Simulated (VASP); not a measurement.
# Co (P6_3/mmc) in VASP: further runs, part 2 of 2

VASP 6.6.1. The steps go on from the part before.

### Step 3. Single point, LDA, collinear spin, ferromagnetic start (grid = ENCUT=650 dk=0.35 cell=2x2x1 ISMEAR=1 SIGMA=0.1 LREAL=Auto EDIFF=1e-06)

File INCAR:

```
SYSTEM = Co
PREC = Accurate
ENCUT = 650
EDIFF = 1E-6
ISMEAR = 1
SIGMA = 0.1
LREAL = Auto
LASPH = .True.
NELM = 120
ALGO = Fast
ISIF = 2
LWAVE = .False.
LCHARG = .False.
ISPIN = 2
MAGMOM = 2 2 2 2 2 2 2
LORBIT = 11
LMAXMIX = 4
NBANDS = 40
```

File KPOINTS:

```
regular mesh
0
Gamma
  5 5 5
  0 0 0
```

File POSCAR:

```
Co
1.0
    4.9439998064      0.0000000000      0.0000000000
   -2.4719999032      4.2816294286      0.0000000000
    0.0000000000      0.0000000000      4.0211440800
Co
7
Direct
    0.3333333334      0.6666666666      0.7500000000
    0.8333333333      0.1666666666      0.7500000000
    0.8333333333      0.6666666666      0.7500000000
    0.1666666666      0.3333333334      0.2500000000
    0.1666666666      0.8333333333      0.2500000000
    0.6666666666      0.3333333334      0.2500000000
    0.6666666666      0.8333333333      0.2500000000
```

Potentials or basis: VASP PAW LDA potentials, release 64 (Co).

Command:

```sh
$ cat potpaw_LDA.64/Co/POTCAR > POTCAR
$ mpirun -np 1 vasp_std > vasp.out
```

OUTCAR:

```text
SYSTEM = Co
   PREC = Accurate
   ENCUT = 650
   EDIFF = 1E-6
   ISMEAR = 1
   LREAL = Auto
   LASPH = .True.
   NELM = 120
   ISIF = 2
   ISPIN = 2
   LORBIT = 11

 Found     15 irreducible k-points:

 Following reciprocal coordinates:
            Coordinates               Weight
  0.000000  0.000000  0.000000      1.000000
  0.200000  0.000000  0.000000      6.000000
  0.400000  0.000000  0.000000      6.000000
  0.200000  0.200000  0.000000      6.000000
  0.400000  0.200000  0.000000      6.000000
  0.000000  0.000000  0.200000      2.000000
   k-points           NKPTS =     15   k-points in BZ     NKDIM =     15   number of bands    NBANDS=     40
   number of dos      NEDOS =    301   number of ions     NIONS =      7
   total plane-waves  NPLWV =  63504
   dimension x,y,z NGX =    42 NGY =   42 NGZ =   36
   dimension x,y,z NGXF=    84 NGYF=   84 NGZF=   72
   ions per type =               7
   NGX,Y,Z   is equivalent  to a cutoff of  14.12, 14.12, 14.88 a.u.
   NGXF,Y,Z  is equivalent  to a cutoff of  28.25, 28.25, 29.77 a.u.
 SYSTEM =  Co
   PREC   = accura    normal or accurate (medium, high low for compatibility)
   ISTART =      0    job   : 0-new  1-cont  2-samecut
   ICHARG =      2    charge: 1-file 2-atom 10-const
   ISPIN  =      2    spin polarized calculation?
[... 596 lines left out ...]

 VOLUME and BASIS-vectors are now :
 -----------------------------------------------------------------------------
  energy-cutoff  :      650.00
  volume of cell :       85.12
      direct lattice vectors                 reciprocal lattice vectors
     4.943999806  0.000000000  0.000000000     0.202265380  0.116777972  0.000000000
    -2.471999903  4.281629429  0.000000000     0.000000000  0.233555943  0.000000000
     0.000000000  0.000000000  4.021144080     0.000000000  0.000000000  0.248685444

 POSITION                                       TOTAL-FORCE (eV/Angst)
 -----------------------------------------------------------------------------------
      0.00000      2.85442      3.01586        -0.245892     -0.141966      0.000000
      3.70800      0.71360      3.01586        -0.000000      0.283932     -0.000000
      2.47200      2.85442      3.01586         0.245892     -0.141966     -0.000000
     -0.00000      1.42721      1.00529         0.313925     -0.181245     -0.000000
     -1.23600      3.56802      1.00529        -0.000000      0.362490     -0.000000
      2.47200      1.42721      1.00529        -0.313925     -0.181245      0.000000
      1.23600      3.56802      1.00529        -0.000000      0.000000     -0.000000
 -----------------------------------------------------------------------------------
    total drift:                               -0.000000      0.000000     -0.000000

  FREE ENERGIE OF THE ION-ELECTRON SYSTEM (eV)
  ---------------------------------------------------
  free  energy   TOTEN  =       -54.1976808296 eV

  energy  without entropy=      -54.1944142321  energy(sigma->0) =      -54.19659196

 total charge

# of ion       s       p       d       tot
------------------------------------------
    1        0.486   0.459   7.253   8.198
    2        0.486   0.459   7.253   8.198
    3        0.486   0.459   7.253   8.198
    4        0.487   0.453   7.263   8.202
    5        0.487   0.453   7.263   8.202
    6        0.487   0.453   7.263   8.202
    7        0.509   0.542   7.296   8.348
--------------------------------------------------
tot          3.426   3.277  50.844  57.547

 magnetization (x)

# of ion       s       p       d       tot
------------------------------------------
    1       -0.010  -0.030   1.732   1.692
    2       -0.010  -0.030   1.732   1.692
    3       -0.010  -0.030   1.732   1.692
    4       -0.011  -0.026   1.664   1.627
    5       -0.011  -0.026   1.664   1.627
    6       -0.011  -0.026   1.664   1.627
    7       -0.012  -0.047   1.450   1.391
--------------------------------------------------
tot         -0.077  -0.214  11.639  11.349
```

OSZICAR:

```text
N       E                     dE             d eps       ncg     rms          rms(c)
DAV:   1     0.512717195045E+03    0.51272E+03   -0.31946E+04  2400   0.247E+03
DAV:   2    -0.135758553587E+02   -0.52629E+03   -0.50867E+03  2400   0.442E+02
DAV:   3    -0.593834034272E+02   -0.45808E+02   -0.40565E+02  2728   0.169E+02
DAV:   4    -0.619463007892E+02   -0.25629E+01   -0.24728E+01  2824   0.388E+01
[... 10 lines left out ...]
RMM:  15    -0.541976655355E+02   -0.74900E-04   -0.11737E-03  3141   0.145E-01    0.731E-02
RMM:  16    -0.541976898488E+02   -0.24313E-04   -0.20070E-04  3018   0.781E-02    0.626E-02
RMM:  17    -0.541976805766E+02    0.92722E-05   -0.54783E-05  3005   0.386E-02    0.188E-02
RMM:  18    -0.541976806326E+02   -0.55948E-07   -0.16428E-05  2615   0.176E-02    0.746E-03
RMM:  19    -0.541976808296E+02   -0.19696E-06   -0.23934E-06  1450   0.926E-03
   1 F= -.54197681E+02 E0= -.54196592E+02  d E =-.326660E-02  mag=    11.3277
```

stdout:

```text
POSCAR found type information on POSCAR Co
 POSCAR found :  1 types and       7 ions
 scaLAPACK will be used
 -----------------------------------------------------------------------------
|                                                                             |
|                                                                             |
|     You have a (more or less) 'small supercell' and for smaller cells       |
|     it is recommended to use the reciprocal-space projection scheme!        |
|     The real-space optimization is not efficient for small cells and it     |
|     is also less accurate ...                                               |
|     Therefore, set LREAL=.FALSE. in the INCAR file.                         |
|                                                                             |
 -----------------------------------------------------------------------------

 LDA part: xc-table for (Slater(with rela. corr.)+CA(PZ))
 , standard interpolation
 POSCAR, INCAR and KPOINTS ok, starting setup
 FFT: planning ... GRIDC
 FFT: planning ... GRID_SOFT
 FFT: planning ... GRID
 WAVECAR not read
 entering main loop
```

Wall time 2.4 min (1 thread of Intel Xeon 6975P-C (Granite Rapids), shared host); peak memory 0.27 GiB.

The run converged, but some of its settings lie outside the range that counts as converged, so its numbers aren't taken as properties of the crystal.

What came out:

| Property | Result |
| --- | --- |
| Free energy | -54.1977 eV |
| Pressure | -19.5 GPa |
| Largest force | 0.362 eV/Å |
| Band gap on the k mesh | none (metal or under the smearing width) |
| Net moment | 11.33 μB per cell |
| Site moments | Co +1.69, +1.63, +1.39 μB |
| Valence electrons inside the program's atomic spheres | Co 8.20, 8.35 |

### Step 4. Single point, LDA, collinear spin, ferromagnetic start (grid = ENCUT=400 dk=0.35 cell=3x3x3 ISMEAR=1 SIGMA=0.1 LREAL=Auto EDIFF=1e-06)

File INCAR:

```
PREC = Accurate ; ENCUT = 400
EDIFF = 1E-6 ; ISMEAR = 1
SIGMA = 0.1 ; LREAL = Auto
LASPH = T ; NELM = 120
ALGO = Fast ; ISIF = 2
LWAVE = F ; LCHARG = F
ISPIN = 2 ; MAGMOM = 2 2 2 2 2 2 2 2 2 2 2 2 2 2 2 2 2 2 2 2 2 2 2 2 2 2 2 2 2 2 2 2 2 2 2 2 2 2 2 2 2 2 2 2 2 2 2 2 2 2 2 2 2
LORBIT = 11 ; LMAXMIX = 4
NBANDS = 292 ; NCORE = 1
KPAR = 2
```

File KPOINTS:

```
regular mesh
0
Gamma
  3 3 2
```

File POSCAR:

```
Co
1.0
    7.4159997096      0.0000000000      0.0000000000
   -3.7079998548      6.4224441429      0.0000000000
    0.0000000000      0.0000000000     12.0634322400
Co
53
Direct
    0.2222222222      0.1111111111      0.5833333333
    0.2222222222      0.1111111111      0.9166666667
    0.2222222222      0.4444444444      0.2500000000
    0.2222222222      0.4444444444      0.5833333333
    0.2222222222      0.4444444444      0.9166666667
    0.2222222222      0.7777777778      0.2500000000
    0.2222222222      0.7777777778      0.5833333333
    0.2222222222      0.7777777778      0.9166666667
    0.5555555556      0.1111111111      0.2500000000
    0.5555555556      0.1111111111      0.5833333333
    0.5555555556      0.1111111111      0.9166666667
    0.5555555556      0.4444444444      0.2500000000
    0.5555555556      0.4444444444      0.5833333333
    0.5555555556      0.4444444444      0.9166666667
    0.5555555556      0.7777777778      0.2500000000
    0.5555555556      0.7777777778      0.5833333333
    0.5555555556      0.7777777778      0.9166666667
    0.8888888889      0.1111111111      0.2500000000
    0.8888888889      0.1111111111      0.5833333333
    0.8888888889      0.1111111111      0.9166666667
    0.8888888889      0.4444444444      0.2500000000
    0.8888888889      0.4444444444      0.5833333333
    0.8888888889      0.4444444444      0.9166666667
    0.8888888889      0.7777777778      0.2500000000
    0.8888888889      0.7777777778      0.5833333333
    0.8888888889      0.7777777778      0.9166666667
    0.1111111111      0.2222222222      0.0833333333
    0.1111111111      0.2222222222      0.4166666667
    0.1111111111      0.2222222222      0.7500000000
    0.1111111111      0.5555555556      0.0833333333
    0.1111111111      0.5555555556      0.4166666667
    0.1111111111      0.5555555556      0.7500000000
    0.1111111111      0.8888888889      0.0833333333
    0.1111111111      0.8888888889      0.4166666667
    0.1111111111      0.8888888889      0.7500000000
    0.4444444444      0.2222222222      0.0833333333
    0.4444444444      0.2222222222      0.4166666667
    0.4444444444      0.2222222222      0.7500000000
    0.4444444444      0.5555555556      0.0833333333
    0.4444444444      0.5555555556      0.4166666667
    0.4444444444      0.5555555556      0.7500000000
    0.4444444444      0.8888888889      0.0833333333
    0.4444444444      0.8888888889      0.4166666667
    0.4444444444      0.8888888889      0.7500000000
    0.7777777778      0.2222222222      0.0833333333
    0.7777777778      0.2222222222      0.4166666667
    0.7777777778      0.2222222222      0.7500000000
    0.7777777778      0.5555555556      0.0833333333
    0.7777777778      0.5555555556      0.4166666667
    0.7777777778      0.5555555556      0.7500000000
    0.7777777778      0.8888888889      0.0833333333
    0.7777777778      0.8888888889      0.4166666667
    0.7777777778      0.8888888889      0.7500000000
```

Command:

```sh
$ cat potpaw_LDA.64/Co/POTCAR > POTCAR
$ mpirun -np 4 vasp_std > vasp.out
```

It took 24 min on 4 MPI ranks of Intel Xeon Platinum 8259CL at 2.50GHz (Skylake/Cascade Lake), shared host; peak memory 0.64 GiB.

The run converged, but some of its settings lie outside the range that counts as converged, so its numbers aren't taken as properties of the crystal.

Results:

* Free energy: -426.6613 eV
* Pressure: -17.1 GPa
* Largest force: 0.071 eV/Å
* Net moment: 79.56 μB per cell
* Site moments: Co +1.46, +1.55, +1.50, +1.48, +1.56, +1.51, +1.49, +1.47 μB
* Valence electrons inside the program's atomic spheres: Co 8.32, 8.26

Caveat: the bands computed are all filled at some k points, so no gap is given.

### Step 5. Single point, LDA, collinear spin, ferromagnetic start (grid = ENCUT=400 dk=0.45 cell=3x3x3 ISMEAR=1 SIGMA=0.1 LREAL=Auto EDIFF=1e-06)

INCAR is that of step 4.

KPOINTS is that of step 4.

POSCAR is that of step 4.

Command:

```sh
$ cat potpaw_LDA.64/Co/POTCAR > POTCAR
$ mpirun -np 4 vasp_std > vasp.out
```

Run time: 23 min. Hardware: 4 MPI ranks of Intel Xeon Platinum 8259CL at 2.50GHz (Skylake/Cascade Lake), shared host; peak memory 0.65 GiB.

The run converged, but some of its settings lie outside the range that counts as converged, so its numbers aren't taken as properties of the crystal.

What came out:

| Property | Result |
| --- | --- |
| Free energy | -426.6613 eV |
| Pressure | -17.1 GPa |
| Largest force | 0.071 eV/Å |
| Net moment | 79.56 μB per cell |
| Site moments | Co +1.46, +1.55, +1.50, +1.48, +1.56, +1.51, +1.49, +1.47 μB |
| Valence electrons inside the program's atomic spheres | Co 8.32, 8.26 |

Caveat: the bands computed are all filled at some k points, so no gap is given.
